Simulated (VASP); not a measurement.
# Ir (Fm-3m) in VASP: a series of runs

The runs below take Ir through relaxation of the atoms, relaxation of cell and atoms, with PBE+D3(BJ), PBEsol.

Everything below comes from runs of VASP 6.6.1. Logs are shortened: lines on timing, memory, paths and dates and some standing lists are left out, and cuts for length are marked.

### Step 1. The crystal as given

It takes space group Fm-3m (No. 225, cubic). Conventional cell: a = 3.831 Å, b = 3.831 Å, c = 3.831 Å, α = 90.00°, β = 90.00°, γ = 90.00°. Ir (site symmetry m-3m) has 12 Ir at 2.71 Å as nearest neighbours.

### Step 2. Relaxation of the atoms, PBE+D3(BJ) (a relaxed cell with its volume scaled by 1.06)

INCAR reads:

```
PREC     = Accurate       # precision mode
ENCUT    = 600            # plane-wave cutoff, eV
EDIFF    = 1E-7           # SCF threshold, eV
ISMEAR   = 1              # smearing method
SIGMA    = 0.1            # smearing width, eV
LREAL    = F              # projectors in reciprocal space
LASPH    = T              # aspherical terms in the spheres
NELM     = 80             # most SCF steps
ALGO     = Normal         # electronic algorithm
ISIF     = 2              # what is computed and relaxed
LWAVE    = F              # write WAVECAR
LCHARG   = F              # write CHGCAR
GGA      = PE             # functional
IVDW     = 12             # dispersion correction
IBRION   = 2              # ionic algorithm
NSW      = 40             # ionic steps
EDIFFG   = -0.01          # ionic threshold
```

KPOINTS reads:

```
Automatic mesh
0
Gamma
  16 16 16
```

POSCAR reads:

```
Ir                                      
1.0
    0.0000000000      1.9596558303      1.9596558303
    1.9596558303      0.0000000000      1.9596558303
    1.9596558303      1.9596558303      0.0000000000
  Ir            
     1
Direct
     0.0000000000000000    0.0000000000000000    0.0000000000000000
```

Potentials or basis: VASP PAW PBE potentials, release 64 (Ir).

Started as:

```bash
$ cat potpaw_PBE.64/Ir/POTCAR > POTCAR
$ mpirun -np 1 vasp_std > vasp.out
```

OUTCAR:

```text
PREC = Accurate
   ENCUT = 600
   EDIFF = 1E-7
   ISMEAR = 1
   LREAL = F
   LASPH = T
   NELM = 80
   ISIF = 2
   GGA = PE
   IVDW = 12
   IBRION = 2
   NSW = 40
   EDIFFG = -0.01
 IVDW          = 12

 ion  position               nearest neighbor table
   1  0.000  0.000  0.000-

  LATTYP: Found a face centered cubic cell.
 ALAT       =     3.9193116606

  Lattice vectors:

 A1 = (   0.0000000000,   1.9596558303,   1.9596558303)
 A2 = (   1.9596558303,   0.0000000000,   1.9596558303)
 A3 = (   1.9596558303,   1.9596558303,   0.0000000000)

Analysis of symmetry for initial positions (statically):
=====================================================================
 Subroutine PRICEL returns:
 Original cell was already a primitive cell.

 Routine SETGRP: Setting up the symmetry group for a
 face centered cubic supercell.

 Subroutine GETGRP returns: Found 48 space group operations
 (whereof 48 operations were pure point group operations)
 out of a pool of 48 trial point group operations.

The static configuration has the point symmetry O_h .

Analysis of symmetry for dynamics (positions and initial velocities):
=====================================================================
 Subroutine PRICEL returns:
 Original cell was already a primitive cell.

 Routine SETGRP: Setting up the symmetry group for a
 face centered cubic supercell.

 Subroutine GETGRP returns: Found 48 space group operations
 (whereof 48 operations were pure point group operations)
 out of a pool of 48 trial point group operations.

The dynamic configuration has the point symmetry O_h .

 Subroutine INISYM returns: Found 48 space group operations
 (whereof 48 operations are pure point group operations),
 and found     1 'primitive' translations

----------------------------------------------------------------------------------------

                                     Primitive cell

  volume of cell :      15.0511

  direct lattice vectors                    reciprocal lattice vectors
     0.000000000  1.959655830  1.959655830    -0.255146844  0.255146844  0.255146844
     1.959655830  0.000000000  1.959655830     0.255146844 -0.255146844  0.255146844
     1.959655830  1.959655830  0.000000000     0.255146844  0.255146844 -0.255146844

  length of vectors
     2.771371853  2.771371853  2.771371853     0.441927297  0.441927297  0.441927297

  position of ions in fractional coordinates (direct lattice)
     0.000000000  0.000000000  0.000000000

  ion indices of the primitive-cell ions
   primitive index   ion index
                 1           1

----------------------------------------------------------------------------------------

 KPOINTS: Automatic mesh

Automatic generation of k-mesh.
 Grid dimensions read from file:
 generate k-points for:   16   16   16

 Generating k-lattice:

  Cartesian coordinates                     Fractional coordinates (reciprocal lattice)
    -0.015946678  0.015946678  0.015946678     0.062500000  0.000000000  0.000000000
     0.015946678 -0.015946678  0.015946678     0.000000000  0.062500000  0.000000000
     0.015946678  0.015946678 -0.015946678     0.000000000  0.000000000  0.062500000

  Length of vectors
     0.027620456  0.027620456  0.027620456

  Shift w.r.t. Gamma in fractional coordinates (k-lattice)
     0.000000000  0.000000000  0.000000000

 Subroutine IBZKPT returns following result:
 ===========================================

 Found    145 irreducible k-points:

 Following reciprocal coordinates:
            Coordinates               Weight
  0.000000  0.000000  0.000000      1.000000
  0.062500  0.000000  0.000000      8.000000
  0.125000  0.000000  0.000000      8.000000
  0.187500  0.000000  0.000000      8.000000
  0.250000  0.000000  0.000000      8.000000
  0.312500  0.000000  0.000000      8.000000
[... 16 lines left out ...]
 -0.125000  0.062500  0.000000     24.000000
 -0.062500  0.062500  0.000000     12.000000
 [... further k-points ...]
   k-points           NKPTS =    145   k-points in BZ     NKDIM =    145   number of bands    NBANDS=      8
   number of dos      NEDOS =    301   number of ions     NIONS =      1
   total plane-waves  NPLWV =  13824
   dimension x,y,z NGX =    24 NGY =   24 NGZ =   24
   dimension x,y,z NGXF=    48 NGYF=   48 NGZF=   48
   ions per type =               1
   NGX,Y,Z   is equivalent  to a cutoff of  14.40, 14.40, 14.40 a.u.
   NGXF,Y,Z  is equivalent  to a cutoff of  28.79, 28.79, 28.79 a.u.
 SYSTEM =  unknown system
   PREC   = accura    normal or accurate (medium, high low for compatibility)
   ISTART =      0    job   : 0-new  1-cont  2-samecut
   ICHARG =      2    charge: 1-file 2-atom 10-const
   ISPIN  =      1    spin polarized calculation?
   LNONCOLLINEAR =      F non collinear calculations
   LSORBIT =      F    spin-orbit coupling
   LASPH  =      T    aspherical Exc in radial PAW
   ENCUT  =  600.0 eV  44.10 Ry    6.64 a.u.   5.54  5.54  5.54*2*pi/ulx,y,z
   NELM   =     80;   NELMIN=  2; NELMDL= -5     # of ELM steps
   EDIFF  = 0.1E-06   stopping-criterion for ELM
   LREAL  =      F    real-space projection
   EDIFFG = -.1E-01   stopping-criterion for IOM
   NSW    =     40    number of steps for IOM
   IBRION =      2    ionic relax: 0-MD 1-quasi-New 2-CG
   NFREE  =      1    steps in history (QN), initial steepest desc. (CG)
   ISIF   =      2    stress and relaxation
   ISYM   =      2    0-nonsym 1-usesym 2-fastsym
   POTIM  = 0.5000    time-step for ionic-motion
   TEBEG  =    0.0;   TEEND  =   0.0 temperature during run
   PSTRESS=    0.0 pullay stress
   NELECT =       9.0000    total number of electrons
   NUPDOWN=      -1.0000    fix difference up-down
   EMIN   =  10.00;   EMAX   =-10.00  energy-range for DOS
   EFERMI =   0.00;   METHOD = LEGACY
   ISMEAR =     1;   SIGMA  =   0.10  broadening in eV -4-tet -1-fermi 0-gaus
   EFERMI_NEDOS =   21; number of points for ismear=-14 and -15
   IALGO  =     38    algorithm
   IMIX   =      4    mixing-type and parameters
     AMIX     =   0.40;   BMIX     =  1.00
     AMIX_MAG =   1.60;   BMIX_MAG =  1.00
  volume/ion in A,a.u.               =      15.05       101.57
  Fermi-wavevector in a.u.,A,eV,Ry     =   1.379217  2.606342 25.881532  1.902239
  Thomas-Fermi vector in A             =   2.504207
   LORBIT       =      0    0 simple, 1 ext, 2 COOP (PROOUT), +10 PAW based schemes
   GGA     = PE    functional components
   LHFCALC =     F    Hartree Fock is set to
   AEXX    =    0.0000 exact exchange contribution
   IVDW    =    12    specifies the selected vdW correction
   LEPSILON=     F    determine dielectric tensor
   LRPA    =     F    only Hartree local field effects (RPA)
 conjugate gradient relaxation of ions
 non-spin polarized calculation
 Methfessel and Paxton  Order N= 1 SIGMA  =   0.10
  energy-cutoff  :      600.00
  volume of cell :       15.05
 maximum number of plane-waves:       531
 NGX is ok and might be reduce to    24
   NGX = 11   NGY = 11   NGZ = 11

 number of electron       9.0000001 magnetization

 Free energy of the ion-electron system (eV)
  ---------------------------------------------------
  ext. energy  EPLUGINS =         0.00000000
  ---------------------------------------------------
  free energy    TOTEN  =        -8.82225798 eV

  energy without entropy =       -8.82197397  energy(sigma->0) =       -8.82216331

 E-fermi :   9.3519     XC(G=0): -13.6201

 val. band max:        9.3388433619   @ k =   0.3125   0.2500   0.0625
 cond. band min:       9.3571005260   @ k =  -0.3750   0.1875   0.0000
 fundamental gap:      0.0182571641
 Fermi energy:         9.3518593708

 k-point     1 :       0.0000    0.0000    0.0000
  band No.  band energies     occupation
      1      -1.1013      2.00000
      2       5.8325      2.00000
      3       5.8325      2.00000
      4       5.8325      2.00000
      5       8.2683      2.00000
      6       8.2683      2.00000
      7      23.7925      0.00000
      8      29.0148      0.00000

 k-point     2 :       0.0625    0.0000    0.0000
  band No.  band energies     occupation
      1      -0.9385      2.00000
      2       5.7495      2.00000
      3       5.9016      2.00000
      4       5.9016      2.00000
      5       8.2260      2.00000
      6       8.2260      2.00000
      7      24.0642      0.00000
      8      28.1266      0.00000

 k-point     3 :       0.1250    0.0000    0.0000
  band No.  band energies     occupation
      1      -0.4700      2.00000
      2       5.5446      2.00000
      3       6.0744      2.00000
      4       6.0744      2.00000
      5       8.1448      2.00000
      6       8.1448      2.00000
      7      24.7872      0.00000
      8      26.4598      0.00000

 k-point     4 :       0.1875    0.0000    0.0000
  band No.  band energies     occupation
      1       0.2327      2.00000
      2       5.3440      2.00000
      3       6.2354      2.00000
      4       6.2354      2.00000
      5       8.1649      2.00000
      6       8.1649      2.00000
      7      24.6755      0.00000
      8      25.6343      0.00000

 k-point     5 :       0.2500    0.0000    0.0000
  band No.  band energies     occupation
      1       1.0073      2.00000
      2       5.3572      2.00000
      3       6.2405      2.00000
      4       6.2405      2.00000
      5       8.4456      2.00000
      6       8.4456      2.00000
      7      22.8475      0.00000
      8      25.8236      0.00000

 k-point     6 :       0.3125    0.0000    0.0000
  band No.  band energies     occupation
      1       1.5913      2.00000
      2       5.8551      2.00000
      3       6.0988      2.00000
      4       6.0988      2.00000
      5       8.9614      2.00000
      6       8.9614      2.00000
      7      20.8507      0.00000
      8      25.0419      0.00000

 k-point     7 :       0.3750    0.0000    0.0000
  band No.  band energies     occupation
      1       1.8444      2.00000
      2       5.9230      2.00000
      3       5.9230      2.00000
      4       6.9100      2.00000
      5       9.5374     -0.02478
      6       9.5374     -0.02478
      7      18.7256      0.00000
      8      24.1162      0.00000
[... 133 lines left out ...]
 k-point    20 :      -0.3125    0.0625    0.0000
  band No.  band energies     occupation
      1       1.8546      2.00000
      2       5.8848      2.00000
      3       6.0328      2.00000
      4       6.1281      2.00000
      5       8.7899      2.00000
      6       9.7314     -0.00000
      7      20.2102      0.00000
      8      24.8959      0.00000

 k-point    21 :      -0.2500    0.0625    0.0000
  band No.  band energies     occupation
      1       1.3772      2.00000
      2       5.2989      2.00000
      3       6.1828      2.00000
      4       6.3076      2.00000
      5       8.1889      2.00000
      6       9.1108      2.00343
      7      22.3109      0.00000
      8      25.8032      0.00000

 k-point    22 :      -0.1875    0.0625    0.0000
  band No.  band energies     occupation
      1       0.6300      2.00000
      2       5.1911      2.00000
      3       6.2851      2.00000
      4       6.3623      2.00000
      5       7.8379      2.00000
      6       8.6266      2.00000
      7      24.1809      0.00000
      8      26.0009      0.00000

 k-point    23 :      -0.1250    0.0625    0.0000
  band No.  band energies     occupation
      1      -0.1193      2.00000
      2       5.3650      2.00000
      3       6.2023      2.00000
      4       6.2201      2.00000
      5       7.8499      2.00000
      6       8.3767      2.00000
      7      25.2919      0.00000
      8      25.8732      0.00000

 k-point    24 :      -0.0625    0.0625    0.0000
  band No.  band energies     occupation
      1      -0.6728      2.00000
      2       5.5988      2.00000
      3       5.9981      2.00000
      4       6.0450      2.00000
      5       8.0413      2.00000
      6       8.2944      2.00000
      7      24.4931      0.00000
      8      27.3184      0.00000

 [... further k-points ...]

------------------------ aborting loop because EDIFF is reached ----------------------------------------

 Edisp (eV)   -0.68919

 E8    (eV) :    -0.3211

  FORCE on cell =-STRESS in cart. coord.  units (eV):
  Direction    XX          YY          ZZ          XY          YZ          ZX
  --------------------------------------------------------------------------------------
  -------------------------------------------------------------------------------------
  Total      -1.76976    -1.76976    -1.76976    -0.00000    -0.00000    -0.00000
  in kB    -188.38912  -188.38912  -188.38912    -0.00000    -0.00000    -0.00000
  external pressure =     -188.39 kB  Pullay stress =        0.00 kB

 VOLUME and BASIS-vectors are now :
 -----------------------------------------------------------------------------
  energy-cutoff  :      600.00
  volume of cell :       15.05
      direct lattice vectors                 reciprocal lattice vectors
     0.000000000  1.959655830  1.959655830    -0.255146844  0.255146844  0.255146844
     1.959655830  0.000000000  1.959655830     0.255146844 -0.255146844  0.255146844
     1.959655830  1.959655830  0.000000000     0.255146844  0.255146844 -0.255146844

 POSITION                                       TOTAL-FORCE (eV/Angst)
 -----------------------------------------------------------------------------------
      0.00000      0.00000      0.00000         0.000000      0.000000      0.000000
 -----------------------------------------------------------------------------------
    total drift:                               -0.000000      0.000000      0.000000

  FREE ENERGIE OF THE ION-ELECTRON SYSTEM (eV)
  ---------------------------------------------------
  free  energy   TOTEN  =        -9.5114504719 eV

  energy  without entropy=       -9.5111664628  energy(sigma->0) =       -9.51135580

 reached required accuracy - stopping structural energy minimisation
```

Wall time 10 s (1 thread of AMD EPYC 9R45 (Zen 5), shared host); peak memory 0.14 GiB.

What came out:

- Free energy: -9.5115 eV
- Pressure after relaxing: -18.8 GPa
- Band gap on the k mesh: none (metal or under the smearing width)
- Dispersion energy per atom: -0.689 eV

Final structure:
```
Ir
1.0
     0.00000    1.95966    1.95966
     1.95966    0.00000    1.95966
     1.95966    1.95966    0.00000
Ir
1
Direct
  0.00000 0.00000 0.00000
```

Caveat: the relaxation stopped at its first step, so nothing moved; pairwise dispersion overbinds metals, which lowers pressure and volume. Spin-orbit coupling is left out, which matters for the levels of Ir.

[end of part 1 of 2]
